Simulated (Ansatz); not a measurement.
SnO2: a fit and a missing row

SnO2, P4_2/mnm, a = 4.760 Å, c = 3.201 Å. Ansatz: r2SCAN, PAW, 500 eV, Γ-centred 6×6×6 mesh on 12 atoms, Gaussian smearing 0.02 eV; no spin polarisation. Shape and atoms are relaxed at each volume; pressure is positive in compression.

| V (Å³/atom) | P (GPa) |
| --- | --- |
| 10.634 | 35.68 |
| 10.996 | 24.32 |
| 11.359 | 14.77 |
| 11.721 | 6.75 |
| 12.084 | 0.05 |
| 12.447 | -5.51 |
| 12.809 | -10.06 |
| 13.292 | ? |

**Question.** Take V0 = 12.084 Å³/atom, count pressures from its P0 = 0.05 GPa, fit the third-order Birch–Murnaghan form to the other rows, and predict the missing pressure.

**Answer.** With the Eulerian strain f = ½[(V0/V)^(2/3) − 1] and y = (P − P0)/[3f(1 + 2f)^(5/2)], the form is the line y = B0 + 1.5 B0 (B0′ − 4) f. Rows (f, y): 0.04448, 215.8; 0.03246, 213.0; 0.02106, 210.2; 0.01027, 206.7; -0.00977, 199.3; -0.01905, 194.9. Means f = 0.01324, y = 206.65; Σ(Δf)² = 0.002987, ΣΔfΔy = 0.9840; the slope is their ratio. y = 202.3 + 329.4 f GPa, so B0 = 202.3 GPa and B0′ = 4 + 2 × (329.4)/(3 × 202.3) = 5.09. At V = 13.292, f = -0.03077, y = 192.16 and P = -15.08 GPa. The run gave -14.72 GPa, so the fit is 0.36 GPa too low, 0.71 % of the span of the series, against an rms of 0.09 GPa on the fitted rows. The row lies outside the fitted range. The points of y bend away from a line: a fourth-order term fitted to them gives P = -14.86 GPa at this row's volume (the line -15.08, the run -14.72).

The fit describes a stiff oxide that hardens under compression and softens faster under tension than the third-order form allows. The bulk modulus of 202.3 GPa is in line with what is known of cassiterite and reflects a dense network of strong, polar Sn–O bonds. Squeezing these bonds brings in steep short-range repulsion, which is why B0′ lies above 4. Stretching them moves the crystal towards the inflection of its energy curve, where the restoring force levels off. A line weighted towards compressed volumes underestimates this loss of stiffness and so predicts too much tension at the missing row. The fourth-order term removes most of the error, which suggests that the miss comes mainly from truncating the strain expansion rather than from an irregularity in the run. B0′ is therefore an average slope over the fitted range more than a sharp property of the equilibrium volume. The smooth curve doesn't establish that the rutile structure is the stable phase throughout, since SnO2 is known to transform to denser structures under pressure.
